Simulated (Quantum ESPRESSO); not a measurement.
# InAs (F-43m) in Quantum ESPRESSO: further runs, part 2 of 2

Quantum ESPRESSO 7.5.

### Step 3. Band structure, LDA

The input, pw.in:

```
&CONTROL
  calculation = 'scf'
  prefix = 'pwscf'
  outdir = './tmp'
  pseudo_dir = './pseudo'
  tprnfor = .true.
  tstress = .true.
  disk_io = 'low'
/
&SYSTEM
  ibrav = 0
  nat = 2
  ntyp = 2
  ecutwfc = 80
  nbnd = 21
  occupations = 'smearing'
  smearing = 'fd'
  degauss = 0.00367493
/
&ELECTRONS
  conv_thr = 4d-10
  electron_maxstep = 120
  mixing_beta = 0.5
/
ATOMIC_SPECIES
In   114.8180 In.upf
As    74.9216 As.upf
CELL_PARAMETERS angstrom
   0.0000000000    3.0180000000    3.0180000000
   3.0180000000    0.0000000000    3.0180000000
   3.0180000000    3.0180000000    0.0000000000
ATOMIC_POSITIONS crystal
In     0.0000000000    0.0000000000    0.0000000000
As     0.7500000000    0.7500000000    0.7500000000
K_POINTS automatic
8 8 8 0 0 0
```

The input, pp_density.in:

```
&INPUTPP
  prefix = 'pwscf'
  outdir = './tmp'
  filplot = 'density.dat'
  plot_num = 0
/
&PLOT
  nfile = 1
  filepp(1) = 'density.dat'
  iflag = 3
  output_format = 6
  fileout = 'density.cube'
/
```

The input, pp_potential.in:

```
&INPUTPP
  prefix = 'pwscf'
  outdir = './tmp'
  filplot = 'potential.dat'
  plot_num = 11
/
&PLOT
  nfile = 1
  filepp(1) = 'potential.dat'
  iflag = 3
  output_format = 6
  fileout = 'potential.cube'
/
```

The input, pp_elf.in:

```
&INPUTPP
  prefix = 'pwscf'
  outdir = './tmp'
  filplot = 'elf.dat'
  plot_num = 8
/
&PLOT
  nfile = 1
  filepp(1) = 'elf.dat'
  iflag = 3
  output_format = 6
  fileout = 'elf.cube'
/
```

The input, bands.in:

```
&CONTROL
  calculation = 'bands'
  prefix = 'pwscf'
  outdir = './tmp'
  pseudo_dir = './pseudo'
  disk_io = 'low'
  verbosity = 'high'
/
&SYSTEM
  ibrav = 0
  nat = 2
  ntyp = 2
  ecutwfc = 80
  nbnd = 21
  occupations = 'smearing'
  smearing = 'fd'
  degauss = 0.00367493
/
&ELECTRONS
  conv_thr = 1d-08
  electron_maxstep = 120
  mixing_beta = 0.5
  diago_full_acc = .true.
/
ATOMIC_SPECIES
In   114.8180 In.upf
As    74.9216 As.upf
CELL_PARAMETERS angstrom
   0.0000000000    3.0180000000    3.0180000000
   3.0180000000    0.0000000000    3.0180000000
   3.0180000000    3.0180000000    0.0000000000
ATOMIC_POSITIONS crystal
In     0.0000000000    0.0000000000    0.0000000000
As     0.7500000000    0.7500000000    0.7500000000
K_POINTS crystal
60
 0.0000000000  0.0000000000  0.0000000000 1
 0.0625000000  0.0000000000  0.0625000000 1
 0.1250000000  0.0000000000  0.1250000000 1
 0.1875000000  0.0000000000  0.1875000000 1
 0.2500000000  0.0000000000  0.2500000000 1
 0.3125000000  0.0000000000  0.3125000000 1
 0.3750000000  0.0000000000  0.3750000000 1
 0.4375000000  0.0000000000  0.4375000000 1
 0.5000000000  0.0000000000  0.5000000000 1
 0.5000000000  0.0625000000  0.5625000000 1
 0.5000000000  0.1250000000  0.6250000000 1
 0.5000000000  0.1875000000  0.6875000000 1
 0.5000000000  0.2500000000  0.7500000000 1
 0.4375000000  0.3125000000  0.7500000000 1
 0.3750000000  0.3750000000  0.7500000000 1
 0.3375000000  0.3375000000  0.6750000000 1
 0.3000000000  0.3000000000  0.6000000000 1
 0.2625000000  0.2625000000  0.5250000000 1
 0.2250000000  0.2250000000  0.4500000000 1
 0.1875000000  0.1875000000  0.3750000000 1
 0.1500000000  0.1500000000  0.3000000000 1
 0.1125000000  0.1125000000  0.2250000000 1
 0.0750000000  0.0750000000  0.1500000000 1
 0.0375000000  0.0375000000  0.0750000000 1
 0.0000000000  0.0000000000  0.0000000000 1
 0.0625000000  0.0625000000  0.0625000000 1
 0.1250000000  0.1250000000  0.1250000000 1
 0.1875000000  0.1875000000  0.1875000000 1
 0.2500000000  0.2500000000  0.2500000000 1
 0.3125000000  0.3125000000  0.3125000000 1
 0.3750000000  0.3750000000  0.3750000000 1
 0.4375000000  0.4375000000  0.4375000000 1
 0.5000000000  0.5000000000  0.5000000000 1
 0.5250000000  0.4500000000  0.5250000000 1
 0.5500000000  0.4000000000  0.5500000000 1
 0.5750000000  0.3500000000  0.5750000000 1
 0.6000000000  0.3000000000  0.6000000000 1
 0.6250000000  0.2500000000  0.6250000000 1
 0.5833333333  0.2500000000  0.6666666667 1
 0.5416666667  0.2500000000  0.7083333333 1
 0.5000000000  0.2500000000  0.7500000000 1
 0.5000000000  0.2857142857  0.7142857143 1
 0.5000000000  0.3214285714  0.6785714286 1
 0.5000000000  0.3571428571  0.6428571429 1
 0.5000000000  0.3928571429  0.6071428571 1
 0.5000000000  0.4285714286  0.5714285714 1
 0.5000000000  0.4642857143  0.5357142857 1
 0.5000000000  0.5000000000  0.5000000000 1
 0.4821428571  0.4821428571  0.5357142857 1
 0.4642857143  0.4642857143  0.5714285714 1
 0.4464285714  0.4464285714  0.6071428571 1
 0.4285714286  0.4285714286  0.6428571429 1
 0.4107142857  0.4107142857  0.6785714286 1
 0.3928571429  0.3928571429  0.7142857143 1
 0.3750000000  0.3750000000  0.7500000000 1
 0.6250000000  0.2500000000  0.6250000000 1
 0.5937500000  0.1875000000  0.5937500000 1
 0.5625000000  0.1250000000  0.5625000000 1
 0.5312500000  0.0625000000  0.5312500000 1
 0.5000000000  0.0000000000  0.5000000000 1
```

Potentials or basis: PseudoDojo 0.4.1 SR LDA standard.

Run with:

```console
$ OMP_NUM_THREADS=1 pw.x -in pw.in > pw.out
$ OMP_NUM_THREADS=1 pp.x -in pp_density.in > pp_density.out
$ OMP_NUM_THREADS=1 pp.x -in pp_potential.in > pp_potential.out
$ OMP_NUM_THREADS=1 pp.x -in pp_elf.in > pp_elf.out
$ OMP_NUM_THREADS=1 pw.x -in bands.in > bands.out
```

Run time: 89 s. Hardware: 1 thread of Arm Neoverse V2, shared host; peak memory 0.13 GiB.

It converged, with:

```yaml
Free_energy: -4686.8456 eV
Pressure: -0.5 GPa
Band_gap_on_the_k_mesh: none (metal or under the smearing width)
```

Levels at the corners of the path, in eV from the Fermi level:
| point | band 10 | band 11 | band 12 | band 13 | band 14 | band 15 | band 16 | band 17 | band 18 | band 19 |
| --- | --- | --- | --- | --- | --- | --- | --- | --- | --- | --- |
| Γ | -14.30 | -12.02 | -0.46 | -0.05 | -0.05 | -0.05 | 3.79 | 3.79 | 3.79 | 7.26 |
| X | -14.28 | -9.99 | -6.00 | -2.41 | -2.41 | 1.38 | 1.91 | 9.00 | 9.12 | 9.12 |
| W | -14.30 | -9.93 | -5.86 | -3.05 | -2.97 | 4.10 | 4.18 | 4.84 | 5.94 | 9.66 |
| K | -14.29 | -10.00 | -5.86 | -3.38 | -2.03 | 1.95 | 4.15 | 7.15 | 7.33 | 7.63 |
| Γ | -14.30 | -12.02 | -0.46 | -0.05 | -0.05 | -0.05 | 3.79 | 3.79 | 3.79 | 7.26 |
| L | -14.30 | -10.53 | -5.92 | -1.05 | -1.05 | 0.75 | 4.58 | 4.58 | 6.68 | 8.84 |
| U | -14.29 | -10.00 | -5.86 | -3.38 | -2.03 | 1.95 | 4.15 | 7.15 | 7.33 | 7.63 |
| W | -14.30 | -9.93 | -5.86 | -3.05 | -2.97 | 4.10 | 4.18 | 4.84 | 5.94 | 9.66 |
| L | -14.30 | -10.53 | -5.92 | -1.05 | -1.05 | 0.75 | 4.58 | 4.58 | 6.68 | 8.84 |
| K | -14.29 | -10.00 | -5.86 | -3.38 | -2.03 | 1.95 | 4.15 | 7.15 | 7.33 | 7.63 |
| U | -14.29 | -10.00 | -5.86 | -3.38 | -2.03 | 1.95 | 4.15 | 7.15 | 7.33 | 7.63 |
| X | -14.28 | -9.99 | -6.00 | -2.41 | -2.41 | 1.38 | 1.91 | 9.00 | 9.12 | 9.12 |

Caveat: spin-orbit coupling is left out, which moves the levels of the heavy elements; this crystal is a semiconductor, whose small gap the functional closes, so the metal is an error of the method.

### Step 4. Band structure, PBEsol

pw.in, as its differences from that of step 3:

```diff
@@ -13,3 +13,3 @@
   ntyp = 2
-  ecutwfc = 80
+  ecutwfc = 84
   nbnd = 21
@@ -31,5 +31,5 @@
    3.0180000000    3.0180000000    0.0000000000
-ATOMIC_POSITIONS crystal
+ATOMIC_POSITIONS angstrom
 In     0.0000000000    0.0000000000    0.0000000000
-As     0.7500000000    0.7500000000    0.7500000000
+As     4.5270000000    4.5270000000    4.5270000000
 K_POINTS automatic
```

bands.in, as its differences from that of step 3:

```diff
@@ -12,3 +12,3 @@
   ntyp = 2
-  ecutwfc = 80
+  ecutwfc = 84
   nbnd = 21
@@ -31,5 +31,5 @@
    3.0180000000    3.0180000000    0.0000000000
-ATOMIC_POSITIONS crystal
+ATOMIC_POSITIONS angstrom
 In     0.0000000000    0.0000000000    0.0000000000
-As     0.7500000000    0.7500000000    0.7500000000
+As     4.5270000000    4.5270000000    4.5270000000
 K_POINTS crystal
```

Potentials or basis: PseudoDojo 0.4.1 SR PBEsol standard.

Run with:

```console
$ OMP_NUM_THREADS=1 pw.x -in pw.in > pw.out
$ OMP_NUM_THREADS=1 pw.x -in bands.in > bands.out
```

It took 96 s on 1 thread of Arm Neoverse V2, shared host; peak memory 0.13 GiB.

The run converged. Its results:

| Quantity | Value |
| --- | --- |
| Free energy | -4687.0183 eV |
| Pressure | 1.6 GPa |
| Band gap on the k mesh | none (metal or under the smearing width) |

Levels at the corners of the path, in eV from the Fermi level:
| point | band 11 | band 12 | band 13 | band 14 | band 15 | band 16 | band 17 | band 18 |
| --- | --- | --- | --- | --- | --- | --- | --- | --- |
| Γ | -11.98 | -0.31 | -0.05 | -0.05 | -0.05 | 3.83 | 3.83 | 3.83 |
| X | -9.93 | -5.95 | -2.40 | -2.40 | 1.39 | 1.94 | 9.08 | 9.21 |
| W | -9.88 | -5.80 | -3.05 | -2.97 | 4.16 | 4.17 | 4.90 | 5.95 |
| K | -9.95 | -5.81 | -3.38 | -2.02 | 1.98 | 4.19 | 7.21 | 7.36 |
| Γ | -11.98 | -0.31 | -0.05 | -0.05 | -0.05 | 3.83 | 3.83 | 3.83 |
| L | -10.48 | -5.88 | -1.05 | -1.05 | 0.84 | 4.59 | 4.59 | 6.70 |
| U | -9.95 | -5.81 | -3.38 | -2.02 | 1.98 | 4.19 | 7.21 | 7.36 |
| W | -9.88 | -5.80 | -3.05 | -2.97 | 4.16 | 4.17 | 4.90 | 5.95 |
| L | -10.48 | -5.88 | -1.05 | -1.05 | 0.84 | 4.59 | 4.59 | 6.70 |
| K | -9.95 | -5.81 | -3.38 | -2.02 | 1.98 | 4.19 | 7.21 | 7.36 |
| U | -9.95 | -5.81 | -3.38 | -2.02 | 1.98 | 4.19 | 7.21 | 7.36 |
| X | -9.93 | -5.95 | -2.40 | -2.40 | 1.39 | 1.94 | 9.08 | 9.21 |

Caveat: spin-orbit coupling is left out, which moves the levels of the heavy elements; this crystal is a semiconductor, whose small gap the functional closes, so the metal is an error of the method.

### Step 5. Summary

| level | potentials or basis | spin | cutoff (eV) | form of the LDA correlation | gap on the mesh (eV) | pressure (GPa) |
| --- | --- | --- | --- | --- | --- | --- |
| PBE | PseudoDojo 0.4 FR PBE standard | SOC, no magnetisation | 1143 | - | none | 4.4 |
| LDA | PseudoDojo 0.4.1 SR LDA standard | off | 1088 | PW92 | none | -0.5 |
| PBEsol | PseudoDojo 0.4.1 SR PBEsol standard | off | 1143 | - | none | 1.6 |

Alike in all rows: task band structure; cell as given; k mesh 8 × 8 × 8; smearing fermi-dirac 0.05 eV.

Caveats: this crystal is a semiconductor, whose small gap the functional closes, so the metal is an error of the method; spin-orbit coupling is left out, which moves the levels of the heavy elements (some runs).

Total energies depend on the potentials used, so only differences within one code and one set of settings carry meaning.

### Step 6. How close it comes

Step 2. A measured gap of InAs is 0.418 eV (direct; 4.2 K; a printed reference work, data compilation); the calculated 0.00 eV misses it by -0.42 eV. The value is that of PBE on a finite k mesh, which can miss the band edges, without temperature or zero-point motion. Semilocal functionals fall short of measured gaps as a rule.

Step 3. A measured gap of InAs is 0.418 eV (direct; 4.2 K; a printed reference work, data compilation); the calculated 0.00 eV misses it by -0.42 eV. Spin-orbit coupling on As, In is left out. The value is that of LDA on a finite k mesh, which can miss the band edges, without temperature or zero-point motion. Semilocal functionals fall short of measured gaps as a rule.

Step 4. A measured gap of InAs is 0.418 eV (direct; 4.2 K; a printed reference work, data compilation); the calculated 0.00 eV misses it by -0.42 eV. Spin-orbit coupling on As, In is left out. The value is that of PBEsol on a finite k mesh, which can miss the band edges, without temperature or zero-point motion. Semilocal functionals fall short of measured gaps as a rule.
